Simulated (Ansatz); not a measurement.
CsBr (started from an entry of an open crystallographic database), relaxed with r2SCAN, was run in the plane-wave code Ansatz under altered settings. All numbers are computed, without spin polarisation but where a row says otherwise.

```xyz
2
Lattice="4.3196 0.0000 0.0000 0.0000 4.3196 0.0000 0.0000 0.0000 4.3196" Properties=species:S:1:pos:R:3 pbc="T T T"
Cs    0.0000    0.0000    0.0000
Br    2.1598    2.1598    2.1598
```

The base run's other keys:
```yaml
kpoints:
  mp_grid: { grid: [4, 4, 4] }
hamiltonian:
  xc: pbe
scf:
  occupations: { method: fixed }
  n_extra_bands: 4
```

It takes 6 iterations with 1575 plane waves at 420 eV and 10 k points, and leaves a mean stress of +0.68 GPa. The gap over this mesh is 4.437 eV.

Outcomes, with energy and stress as changes against the base:
```
                                              setting            outcome  ΔF (meV/atom)  Δ mean stress (GPa)  gap on the mesh (eV)  iterations
                   scf.occupations: fermi_dirac 0.001          converged            0.0                 0.00                 4.437           6
                                 scf.n_extra_bands: 1          converged            0.0                 0.00                 4.437           6
                                       accuracy: high          converged            0.0                 0.00                 4.437           8
               kpoints.mp_grid.shift: [0.5, 0.5, 0.5]          converged           -1.0                -0.01                 5.532           6
                                     basis.ecutwfc: 0            refused              –                    –                     –           –
hamiltonian.pseudopotentials: nc (cutoff then 680 eV)          converged              –                 0.00                 4.435           7
                            scf.occupations: cold 0.2          converged            0.0                 0.00                 4.437           6
                           scf.occupations: cold 0.05          converged            0.0                 0.00                 4.437           6
                                   basis.ecutwfc: 200  converged, warned           +532                +0.07                 4.588           6
                                   basis.ecutwfc: 250  converged, warned           +108                +0.02                 4.465           6
             magnetization.initial_magnetization: 6.0            refused              –                    –                     –           –
                               basis.ecutrho_ratio: 2  converged, warned           -0.4                +0.02                 4.437           6
                                 hamiltonian.xc: hse6            refused              –                    –                     –           –
          hamiltonian.xc: r2scan (cutoff then 500 eV)          converged              –                -0.63                 5.201           6
```
A dash marks a value that wasn't obtained or can't be compared. Stress is positive in compression.

- kpoints.mp_grid.shift: [0.5, 0.5, 0.5]. The free energy moves by -1.0 meV an atom, the mean stress by -0.01 GPa and the gap on the mesh by +1.095 eV (to 5.532). The gap changes mostly because other points are sampled; a mesh that misses a band edge overestimates it.
- basis.ecutwfc: 0. The input is refused before any iteration. Error: invalid value for `basis.ecutwfc`: must be finite and > 0; got 0 eV
- basis.ecutwfc: 200. 485 plane waves in place of 1575. The free energy moves by +532 meV an atom, the mean stress by +0.07 GPa and the gap on the mesh by +0.151 eV (to 4.588). The basis is too small: these are errors of the cutoff. Warned: cutoff below recommended.
- basis.ecutwfc: 250. 739 plane waves in place of 1575. The free energy moves by +108 meV an atom, the mean stress by +0.02 GPa and the gap on the mesh by +0.028 eV (to 4.465). The basis is too small: these are errors of the cutoff. Warned: cutoff below recommended.
- magnetization.initial_magnetization: 6.0. It is rejected at once. Error: inconsistent input (scf.occupations.method, magnetization): a σ = 0 step fill (method: fixed, or a smearing width below the step floor) with no hard lock on the total moment puts the same N_el/2 bands in each spin channel, which gives a total moment of zero, but the starting moments sum to +6.0000 μB […]
- basis.ecutrho_ratio: 2. Energy, stress and gap stay within 1 meV an atom, 0.1 GPa and 0.005 eV of the base. The result hardly depends on this setting here. Warned: cutoff below recommended.
- hamiltonian.xc: hse6. The program doesn't start. Error: YAML parse error: line 12 column 7: hamiltonian.xc: unknown variant `hse6`, expected one of […]
- hamiltonian.xc: r2scan. The cutoff follows the functional, from 420 to 500 eV. The mean stress moves by -0.63 GPa and the gap on the mesh by +0.764 eV (to 5.201). It's another functional on the same cell, so totals aren't comparable.

Within 1 meV an atom, 0.1 GPa and 0.005 eV of the base stay: scf.occupations: fermi_dirac 0.001; scf.n_extra_bands: 1; accuracy: high; scf.occupations: cold 0.2; scf.occupations: cold 0.05; basis.ecutrho_ratio: 2.

Spin-orbit coupling is left out.
